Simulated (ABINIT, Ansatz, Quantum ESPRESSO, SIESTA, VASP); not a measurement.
## NbAs: programs and potentials compared

```
CELL_PARAMETERS angstrom
-1.72585 1.72585 5.84000
1.72585 -1.72585 5.84000
1.72585 1.72585 -5.84000
ATOMIC_POSITIONS crystal
Nb 0.50000 0.00000 0.50000
Nb 0.75000 0.75000 0.00000
As 0.91600 0.41600 0.50000
As 0.16600 0.16600 0.00000
```

Alike in all runs: task single point; functional PBE; k mesh 11 × 11 × 11; occupations fermi-dirac, width 0.05 eV; no spin polarisation; no spin-orbit coupling. Pressure is positive in compression and, in plane waves, holds the error of the finite cutoff, which Ansatz's Pulay term estimates and takes out.

```json
{"program and potentials": "Quantum ESPRESSO, SSSP 1.3 efficiency PBE", "plane-wave cutoff (eV)": "748", "notes": "9 valence electrons an atom on average", "pressure (GPa)": "3.75", "largest force (eV/Å)": "0.295"}
{"program and potentials": "SIESTA, files PseudoDojo sr-pbe-0.4.1-standard, DZP (energy shift 0.003 Ry; two zetas on semicore shells)", "plane-wave cutoff (eV)": "-", "notes": "atomic basis; 14 valence electrons an atom on average", "pressure (GPa)": "6.07", "largest force (eV/Å)": "0.346"}
{"program and potentials": "VASP, PBE PAW files As, Nb_sv, 520 eV", "plane-wave cutoff (eV)": "520", "notes": "9 valence electrons an atom on average", "pressure (GPa)": "3.31", "largest force (eV/Å)": "0.299"}
{"program and potentials": "ABINIT, JTH PAW PBE v2.0", "plane-wave cutoff (eV)": "435", "notes": "14 valence electrons an atom on average", "pressure (GPa)": "2.97", "largest force (eV/Å)": "0.300"}
{"program and potentials": "Ansatz, all-electron LAPW, scalar-relativistic", "plane-wave cutoff (eV)": "-", "notes": "-", "pressure (GPa)": "3.28", "largest force (eV/Å)": "0.298"}
{"program and potentials": "Ansatz, Ansatz PAW (earlier soft set)", "plane-wave cutoff (eV)": "420", "notes": "14 valence electrons an atom on average; Pulay term of +0.03 GPa included", "pressure (GPa)": "3.25", "largest force (eV/Å)": "0.298"}
```

Force on atom 1 (Nb), eV/Å:

| program and potentials | x | y | z |
| --- | --- | --- | --- |
| Quantum ESPRESSO, SSSP 1.3 efficiency PBE | 0.000 | 0.000 | -0.295 |
| SIESTA, files PseudoDojo sr-pbe-0.4.1-standard, DZP (energy shift 0.003 Ry; two zetas on semicore shells) | 0.001 | 0.000 | -0.346 |
| VASP, PBE PAW files As, Nb_sv, 520 eV | 0.000 | 0.000 | -0.299 |
| ABINIT, JTH PAW PBE v2.0 | 0.000 | 0.000 | -0.300 |
| Ansatz, all-electron LAPW, scalar-relativistic | 0.000 | 0.000 | -0.298 |
| Ansatz, Ansatz PAW (earlier soft set) | 0.000 | 0.000 | -0.298 |

The pressure spans 2.97 (ABINIT, JTH PAW PBE v2.0) to 6.07 GPa (SIESTA, files PseudoDojo sr-pbe-0.4.1-standard, DZP (energy shift 0.003 Ry; two zetas on semicore shells)), with all-electron results at 3.28. The pressure on the cell as given of SIESTA, files PseudoDojo sr-pbe-0.4.1-standard, DZP (energy shift 0.003 Ry; two zetas on semicore shells) lies far from the others; the cause wasn't traced. Rows in atomic bases carry the error of their basis and grid, which can be large.

Differences between rows come from potentials, basis sets and numerical settings, since the functional is the same but for its coding. Runs on potential files found faulty are left out.

All rows put the given cell under compression, so PBE would favour a larger volume. This is the usual result for a cell close to the measured one, since PBE tends to underbind slightly. The force on Nb lies along the polar axis, the only direction its site symmetry leaves free. It points away from the two nearer As neighbours and towards the four slightly more distant ones, so PBE favours more even Nb–As bonds than the given coordinates provide.

Outside SIESTA, the forces stay within 0.295 to 0.300 eV/Å, around the all-electron 0.298, while the pressures still range from 2.97 to 3.75 GPa. Pressure is the more sensitive test here, probably because it also registers how the basis and the potentials respond to strain. SIESTA departs in both quantities, but its force keeps the same direction, so the sense of the internal relaxation is common to all rows. A mean pressure alone doesn't show how the expansion would divide between the a and c axes.
